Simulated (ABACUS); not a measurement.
# Pb under changes of volume

One of the cells (30.323 Å³/atom); the others are scaled copies at fixed shape and fractional positions:

```
Pb
1.0
     0.00000    2.47502    2.47502
     2.47502    0.00000    2.47502
     2.47502    2.47502    0.00000
Pb
1
Direct
  0.00000 0.00000 0.00000
```

- Program: ABACUS 3.10.1
- Functional: PBEsol
- Potentials or basis: PseudoDojo NC SR 0.4.1 PBEsol standard
- Cutoff: 857 eV
- Density cutoff: 3429 eV
- Basis: plane waves
- k mesh: 9 × 9 × 9
- Occupations: fermi-dirac, width 0.05 eV
- Spin: no spin polarisation

```csv
volume (Å³/atom),energy over the lowest point (meV/atom),pressure (GPa)
28.503,11.80,2.8
29.110,?,?
29.716,0.00,0.4
30.323,0.43,-0.6
30.929,4.41,-1.4
31.535,11.41,-2.2
32.142,21.03,-2.9
```

Q: What does the run at 29.110 Å³/atom give?

A: Energy over the lowest point 3.62 meV/atom; pressure 1.5 GPa.

Worked out: A Birch-Murnaghan fit of order 3 (a polynomial in V^(-2/3)) to the other rows has its minimum at 29.94 Å³/atom with B0 = V·E''(V) = 50 GPa and B' = 6.0. It gives 3.57 meV/atom at 29.110 Å³/atom, against the run's 3.62, and -dE/dV = 1.5 GPa, against 1.5.

Energies are extrapolated to zero smearing.
